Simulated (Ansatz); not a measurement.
Here is an Ansatz 0.2.0 calculation.

Contents of input.yaml:

```yaml
crystal:
  lattice:
    - [1.5505, 0.8951815924, 7.5883]
    - [-1.5505, 0.8951815924, 7.5883]
    - [0.0, -1.7903631848, 7.5883]
  atoms:
    - { symbol: Li, position: [0.779538, 0.773257, 0.774072] }
    - { symbol: Li, position: [0.210796, 0.234111, 0.221129] }
    - { symbol: Li, position: [0.005567, 0.00434, -0.010824] }
hamiltonian:
  xc: pbe
  pseudopotentials: { kind: paw }
kpoints:
  mp_grid: { grid: [10, 10, 10] }
scf:
  occupations: { method: fermi_dirac, width: 0.05 }
output:
  forces: true
  stress: true
  eigenvalues: true
```

Potentials or basis: Ansatz PAW.

Run with:

```console
$ ansatz run input.yaml --threads 2 --pin off --max-ram 5120MiB --backend cpu --events-out ev --progress --plain --runs-dir out
```

Task: What does it give for the band gap on the k mesh?

Result: None (metal or under the smearing width).

Task: Predict the largest force.

Result: 0.049 eV/Å.

Task: Estimate the pressure.

Result: -0.5 GPa.

Stress tensor (GPa, compression positive):
```
-0.39 -0.05  0.00
-0.05 -0.39  0.00
 0.00  0.00 -0.78
```
